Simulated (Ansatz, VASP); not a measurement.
TePb in VASP and in Ansatz

INCAR

```
ALGO = Normal
EDIFF = 1E-7
ENCUT = 520
ISIF = 2
ISMEAR = 0
LASPH = True
LCHARG = True
LELF = True
LREAL = False
LVHAR = True
LWAVE = False
NBANDS = 17
NELM = 80
PREC = Accurate
SIGMA = 0.01
```

KPOINTS

```
k-points
0
Gamma
  8 8 8
```

The input POSCAR:

```
TePb
1.0
    0.0000000000      3.2678555438      3.2678555438
    3.2678555438      0.0000000000      3.2678555438
    3.2678555438      3.2678555438      0.0000000000
Te Pb
1 1
Direct
    0.5000000000      0.5000000000      0.5000000000
    0.0000000000      0.0000000000      0.0000000000
```

Input for Ansatz:

```yaml
crystal:
  lattice:
    - [0.0, 3.2678555438, 3.2678555438]
    - [3.2678555438, 0.0, 3.2678555438]
    - [3.2678555438, 3.2678555438, 0.0]
  atoms:
    - { symbol: Te, position: [0.5, 0.5, 0.5] }
    - { symbol: Pb, position: [0.0, 0.0, 0.0] }
kpoints:
  mp_grid: { grid: [8, 8, 8] }
  band_path:
    path:
      - [0.0, 0.0, 0.0]
      - [0.5, 0.0, 0.5]
      - [0.625, 0.25, 0.625]
      - [0.375, 0.375, 0.75]
      - [0.5, 0.5, 0.5]
      - [0.5, 0.25, 0.75]
      - [0.0, 0.0, 0.5]
    npoints: 1
hamiltonian:
  xc: lda
scf:
  occupations: { method: fixed }
  n_extra_bands: 4
output:
  forces: true
  stress: true
  eigenvalues: true
```

Alike in both runs: task single point; functional LDA; k mesh 8 × 8 × 8; no spin polarisation.

|  | VASP | Ansatz |
| --- | --- | --- |
| version | VASP 6.6.1 | Ansatz 0.2.0 |
| potentials or method | VASP PAW LDA potentials, release 64 (Te, Pb_d) | plane waves, PAW |
| plane-wave cutoff (eV) | 520 | 420 |
| occupations | gaussian, width 0.01 eV | fixed |
| valence electrons in the cell | 20 | 30 |

```tsv
	VASP	Ansatz	Ansatz less VASP
gap on the k mesh at the Fermi level (eV)	0.70	0.71	+0.013
pressure (GPa)	-2.9	-3.0	-0.05
```

The two sets of potentials don't hold the same shells in valence.

Caveats: spin-orbit coupling is left out, which as a rule narrows the gap of such compounds by several tenths of an eV. A k mesh can miss the band edges.
